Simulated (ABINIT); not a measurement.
Runs of ABINIT 10.8.3 (patched build) on NiO. It takes space group Fm-3m (No. 225, cubic). Conventional cell: a = 4.172 Å, b = 4.172 Å, c = 4.172 Å, α = 90.00°, β = 90.00°, γ = 90.00°. Ni (site symmetry m-3m) is surrounded by 6 O at 2.09 Å. O (site symmetry m-3m) has 6 Ni at 2.09 Å as nearest neighbours. 

| task | level | potentials or basis | cell | k mesh | cutoff (eV) | stop of the response cycle (tolvrs) | acoustic sum rule (asr) | cutoff smearing ecutsm (Ha) | q points | q points (reduced) | gap on the mesh (eV) | pressure (GPa) | moment (μB) | relaxed volume (Å³/atom) |
| --- | --- | --- | --- | --- | --- | --- | --- | --- | --- | --- | --- | --- | --- | --- |
| phonons | PBEsol | PseudoDojo NC SR PBEsol v0.4.1 standard | as given | 6 × 6 × 6, with 4 shifts | 1225 | 1e-08 | 2 | - | - | - | - | -12.6 | 0.64 | - |
| single point | PBEsol | PseudoDojo NC SR PBEsol v0.4.1 standard | as given | 8 × 8 × 8 | 1225 | - | - | - | - | - | none | -6.2 | (d) | - |
| phonons at a zone-boundary q | LDA | PseudoDojo NC SR LDA v0.4.1 standard | cell relaxed at zero pressure by an earlier run | 6 × 6 × 6, with 4 shifts | 1333 | 1e-10 | - | 0.5 | ["L"] | [[0.5, 0.5, 0.5]] | - | -0.9 | (a) | - |
| single point | PBE | PseudoDojo NC SR PBE v0.4.1 standard | cell relaxed | 8 × 8 × 8 | 1333 | - | - | - | - | - | none | 8.3 | 1.85 | - |
| relaxation of cell and atoms | PBE | PseudoDojo NC SR PBE v0.5 stringent | relaxed | 8 × 8 × 8 | 1415 | - | - | 0.5 | - | - | none | 0.0 | 1.88 | 9.38 |
| single point | PBE | PseudoDojo NC SR PBE v0.5 stringent | cell relaxed | 8 × 8 × 8 | 1415 | - | - | - | - | - | none | (b) | 0.00 | - |
| relaxation of cell and atoms | PBE | PseudoDojo NC SR PBE v0.4.1 standard | relaxed | 8 × 8 × 8 | 1333 | - | - | 0.5 | - | - | none | 0.0 | 0.00 | 8.99 |
| single point | LDA | PseudoDojo NC SR LDA v0.4.1 standard | cell relaxed | 8 × 8 × 8 | 1333 | - | - | - | - | - | none | 0.0 | 0.71 | - |
| relaxation of cell and atoms | LDA | PseudoDojo NC SR LDA v0.4.1 standard | relaxed | 8 × 8 × 8 | 1333 | - | - | 0.5 | - | - | none | 0.0 | 0.71 | (c) |

Alike in all rows: spin collinear, ferromagnetic start; smearing fermi-dirac 0.05 eV.

Q: Estimate the missing entries.

A: (a) 0.19; (b) -7.9; (c) 8.27; (d) 1.69.

Caveats: small starting moments can end in a higher magnetic state in this program; semilocal functionals often make such compounds metallic where correlation or magnetic order opens a gap, which also shifts bond lengths (some runs); a cell with one magnetic atom can't hold antiferromagnetic order, which such compounds often take (some runs); the mesh is coarse for a metal's response (some runs); the cell is more than 3 GPa from zero pressure, which shifts response properties (some runs); this build's spin-polarised response under this functional may be imprecise (some runs); some modes are imaginary (some runs).

A gap of «none» marks a metal or a gap under the smearing width.
